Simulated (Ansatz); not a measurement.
Si (Fd-3m) from a database of computed structures, relaxed with r2SCAN in the plane-wave code Ansatz. It is cubic, Fd-3m (No. 227); conventional cell a = 5.444 Å, 20.17 Å³ an atom. Around Si lie 4 Si at 2.36 Å.

The axes x, y and z are those of this cell:
```
CELL_PARAMETERS angstrom
0.00000 2.72212 2.72212
2.72212 0.00000 2.72212
2.72212 2.72212 0.00000
ATOMIC_POSITIONS crystal
Si 0.25000 0.25000 0.25000
Si 0.00000 0.00000 0.00000
```

Unstrained: With PBE the valence top lies at Γ and the conduction bottom at Γ–X (0.84 of the way from Γ), 0.583 eV higher; the smallest vertical gap, at Γ, is 2.557 eV. With r2SCAN the valence top lies at Γ and the conduction bottom at Γ–X (0.84 of the way from Γ), 0.770 eV higher; the smallest vertical gap, at Γ, is 2.739 eV. With HSE06 the valence top lies at Γ and the conduction bottom at Γ–X (0.84 of the way from Γ), 1.144 eV higher; the smallest vertical gap, at Γ, is 3.312 eV. Meshes: PBE 8×8×8, r2SCAN 8×8×8, HSE06 6×6×6. Strains are changes of length per length, and xy shears are angles. After each strain the atoms were relaxed again with r2SCAN within the symmetry that the strain leaves, so tilts or polar shifts that break it weren't tested; points keep the names that they have in the unstrained zone. (Simulation; spin polarisation is off.)

(1) Estimate what uniaxial -0.54 % along x, other directions held does to the gap.

(2) One strain changed the r2SCAN stress by xx +0.18, yy +0.18, zz -0.09, xy -4.88 GPa (compression positive) and the gap by -0.566 eV (PBE), -0.601 eV (r2SCAN), -0.594 eV (HSE06). Which kind of strain was it, and roughly how large?

Results:

(1) PBE: the gap goes from 0.583 to 0.516 eV (-0.067 eV); with r2SCAN the top three valence levels at Γ, degenerate before, become 1+2 from the top over 41 meV. r2SCAN: the gap goes from 0.770 to 0.699 eV (-0.071 eV). HSE06: the gap goes from 1.144 to 1.074 eV (-0.070 eV). The r2SCAN energy rises by 0.3 meV an atom.

(2) Xy shear, engineering strain (angle) +5.98 %. The pattern of the stress gives the kind; the size needs the stiffness, so it is an estimate.

Where an edge lies off the special points, it is a point of the mesh or the k point where a search put PBE's edge or least direct gap, reused for the other functionals, whose own edges may lie a little apart.

The meshes of the hybrids are coarse, so their gaps aren't converged to the digits shown.

The splittings at Γ are without spin-orbit coupling, which regroups them where it is of like size or larger.
